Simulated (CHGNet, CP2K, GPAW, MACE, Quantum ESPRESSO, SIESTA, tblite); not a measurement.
# Twisted Ti2CO2 MXene bilayer, 21.79° (70 atoms), the built cell with every atom moved at random

This is the built cell with every atom moved at random. Method: Kohn-Sham DFT, PBE, GTH-PBE pseudopotentials, Gaussian and plane waves, DZVP-MOLOPT-SR-GTH, diagonalisation; 800/50 Ry; levels smeared at 580 K (CP2K 2026.2); Γ point.

Cell vectors (Å):

```
8.017 0.000 0.000
-4.008 6.943 0.000
0.000 0.000 23.630
```

Positions (Å):

```
1 C 3.940 6.898 8.235
2 Ti 0.531 1.580 9.550
3 Ti 1.686 0.354 6.863
4 O 1.723 0.337 10.396
5 O 0.532 1.630 5.994
6 C -0.570 2.995 8.204
7 Ti -0.098 4.714 9.577
8 Ti 1.161 3.214 6.872
9 O 1.096 3.342 10.451
10 O 0.002 4.628 6.000
11 C -1.167 5.906 8.161
12 Ti 3.397 0.712 9.445
13 Ti 0.592 6.281 6.934
14 O 0.559 6.256 10.458
15 O 3.369 0.647 6.012
16 C 2.346 1.935 8.197
17 Ti 2.824 3.653 9.530
18 Ti 4.007 2.281 6.839
19 O 4.009 2.276 10.467
20 O 2.826 3.616 6.000
21 C 1.697 4.977 8.176
22 Ti 2.333 6.620 9.474
23 Ti 3.467 5.240 6.866
24 O 3.492 5.282 10.384
25 O 2.239 6.641 5.990
26 C 5.103 1.043 8.292
27 Ti 5.602 2.650 9.622
28 Ti 6.946 1.329 6.965
29 O 6.933 1.317 10.450
30 O 5.747 2.769 6.033
31 C 4.544 4.006 8.150
32 Ti -2.854 5.610 9.498
33 Ti -1.714 4.330 6.860
34 O -1.783 4.341 10.506
35 O -2.876 5.686 5.959
36 C -1.746 5.037 15.373
37 Ti -0.536 6.245 16.631
38 Ti 0.047 4.639 14.056
39 O 0.094 4.602 17.515
40 O -0.540 6.322 13.166
41 C -3.981 6.940 15.351
42 Ti 1.123 1.320 16.710
43 Ti -2.287 6.704 14.113
44 O -2.233 6.598 17.551
45 O 1.143 1.335 13.266
46 C 0.628 3.086 15.427
47 Ti 1.652 4.300 16.789
48 Ti 2.297 2.718 14.126
49 O 2.298 2.628 17.666
50 O 1.769 4.284 13.238
51 C 1.175 5.977 15.343
52 Ti 6.268 0.361 16.666
53 Ti 2.857 5.543 14.119
54 O 2.874 5.639 17.609
55 O 6.265 0.337 13.200
56 C 2.869 1.069 15.397
57 Ti 4.081 2.230 16.738
58 Ti 4.597 0.701 14.105
59 O 4.553 0.719 17.660
60 O 4.070 2.336 13.116
61 C 3.450 3.962 15.398
62 Ti 4.642 5.373 16.702
63 Ti 5.179 3.650 14.127
64 O 5.129 3.577 17.594
65 O 4.573 5.259 13.180
66 C 5.759 1.963 15.480
67 Ti -1.084 3.277 16.714
68 Ti -0.550 1.667 14.040
69 O -0.574 1.570 17.628
70 O -1.174 3.377 13.156
```

Q: Give the force and the charge of every atom.

Columns: atom, q, fx, fy, fz (forces in eV/Å, q the Hirshfeld charge in e).

```
1 -0.34 0.652 1.285 -0.644
2 0.43 0.006 1.307 -0.361
3 0.44 0.900 -1.290 0.856
4 -0.26 -0.376 -0.108 0.356
5 -0.25 0.219 0.048 -0.814
6 -0.32 -0.042 -0.540 -0.099
7 0.42 0.905 -0.614 -0.335
8 0.44 -0.872 1.628 1.307
9 -0.27 0.461 -0.287 -0.564
10 -0.27 0.197 0.196 -0.305
11 -0.34 -0.347 0.901 1.040
12 0.40 0.400 -0.789 0.029
13 0.42 0.682 -1.089 -0.144
14 -0.27 0.104 0.110 -0.405
15 -0.26 0.477 0.489 -0.741
16 -0.34 -0.833 0.794 -0.215
17 0.44 -0.845 0.450 -0.557
18 0.46 0.734 0.166 0.872
19 -0.25 -0.668 0.526 0.243
20 -0.27 0.356 -0.033 -0.912
21 -0.31 0.294 -0.103 0.647
22 0.42 -1.217 -0.502 0.196
23 0.43 -0.544 0.093 0.668
24 -0.26 -0.910 -0.331 0.670
25 -0.28 0.005 0.196 0.040
26 -0.33 0.548 -0.054 -0.916
27 0.45 1.443 -0.193 -1.402
28 0.41 -1.147 0.207 0.625
29 -0.26 -0.702 0.133 0.362
30 -0.27 -0.756 -1.714 -0.891
31 -0.33 -0.161 -0.277 1.036
32 0.42 0.022 -0.109 -0.605
33 0.43 1.014 -0.219 0.766
34 -0.26 0.203 -0.074 -0.497
35 -0.27 -0.204 -0.196 -0.366
36 -0.33 1.043 -0.733 0.868
37 0.43 -0.564 0.651 -1.039
38 0.44 -1.022 0.522 0.324
39 -0.26 -2.502 0.951 2.731
40 -0.26 -0.125 -0.060 0.375
41 -0.33 -0.072 0.943 0.851
42 0.44 0.887 0.142 -0.206
43 0.43 0.125 -1.356 -0.052
44 -0.26 -0.085 0.586 1.132
45 -0.26 -0.229 0.506 -1.583
46 -0.34 -1.123 -1.196 -0.391
47 0.45 4.045 -0.841 -1.215
48 0.42 1.680 -0.702 1.271
49 -0.28 -0.399 0.200 -0.457
50 -0.25 -0.822 0.424 -1.602
51 -0.34 -0.620 0.130 1.055
52 0.42 0.634 -1.081 -0.080
53 0.42 1.413 0.608 0.539
54 -0.28 0.048 -0.056 -0.048
55 -0.26 0.672 0.813 -0.259
56 -0.33 0.022 -0.779 0.028
57 0.42 -1.064 1.535 -0.043
58 0.42 -0.331 -0.299 -0.718
59 -0.26 0.441 -1.244 0.181
60 -0.26 -0.182 -0.085 1.169
61 -0.33 0.019 0.422 -0.747
62 0.44 -1.032 -1.657 -0.436
63 0.41 -1.119 0.665 -0.391
64 -0.28 0.829 1.092 0.306
65 -0.26 0.373 0.360 0.197
66 -0.34 0.297 0.556 -1.038
67 0.45 -1.410 -0.810 -0.781
68 0.45 -0.883 -0.745 0.575
69 -0.26 0.272 1.101 0.241
70 -0.26 0.779 -0.573 0.335
```

The functional has no dispersion term, which matters for the binding between molecules or layers. The main run has no spin polarisation, so any moments at edges, vacancies or dangling bonds can't form in it. Only the Γ point is sampled, in a cell whose shortest periodic width is 7 Å.

The r.m.s. force component is 0.815 eV/Å; the longest force, 4.31 eV/Å, acts on Ti47.

[Logs are printed without paths, hosts, clocks, repeated set-up lines and the standing remarks that a program may print on its own settings, such as how far it seeks lower states.]

[Hosts, paths, dates, database ids (printed as entryN), source tags and the programs' standing remarks are cut or masked in the printed files.]
